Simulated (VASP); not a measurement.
The system is La2O3.

```
CELL_PARAMETERS angstrom
3.92000 0.00000 0.00000
-1.96000 3.39482 0.00000
0.00000 0.00000 6.10000
ATOMIC_POSITIONS crystal
La 0.33333 0.66667 0.24500
La 0.66667 0.33333 0.75500
O 0.00000 0.00000 0.00000
O 0.33333 0.66667 0.64500
O 0.66667 0.33333 0.35500
```

The cell was built by a generator and needn't be a form met in nature.

| Item | Value |
| --- | --- |
| Program | VASP 6.6.1 |
| Task | relaxation of cell and atoms |
| Functional | PBEsol |
| Potentials or basis | VASP PAW PBE potentials, release 64 (La, O) |
| Cutoff | 600 eV |
| k mesh | 8 × 8 × 6 |
| Occupations | gaussian, width 0.02 eV |
| Spin | no spin polarisation |

At the start: pressure -2.6 GPa; volume 16.24 Å³/atom.

Question: Where does the relaxation end?

Answer: Over 9 steps the energy falls by 2.7 meV/atom and the volume is 15.92 Å³/atom (-1.9 %); space group P-3m1 (No. 164, to 0.05 Å).

The path:
| step | energy change (eV) | largest force (eV/Å) | pressure (GPa) | volume (Å³) |
| --- | --- | --- | --- | --- |
| 1 | 0.0000 | 0.2319 | -2.56 | 81.18 |
| 2 | 0.0051 | 0.3273 | 3.21 | 78.16 |
| 3 | -0.0127 | 0.0162 | -0.03 | 79.78 |
| 4 | -0.0127 | 0.0204 | 0.02 | 79.75 |
| 5 | -0.0131 | 0.0196 | 0.03 | 79.71 |
| 6 | -0.0133 | 0.0268 | 0.04 | 79.62 |
| 7 | -0.0134 | 0.0175 | -0.08 | 79.67 |
| 8 | -0.0134 | 0.0179 | -0.08 | 79.68 |
| 9 | -0.0134 | 0.0011 | 0.03 | 79.61 |

Final structure:
```
La O
1.0
     3.90338    0.00000    0.00000
    -1.95169    3.38043    0.00000
     0.00000    0.00000    6.03309
La O
2 3
Cartesian
  0.0000 2.2536 1.4798
  1.9517 1.1268 4.5533
  0.0000 0.0000 0.0000
  0.0000 2.2536 3.8979
  1.9517 1.1268 2.1352
```

Caveat: the PAW data sets were made with another functional, which shifts forces and pressure a little.
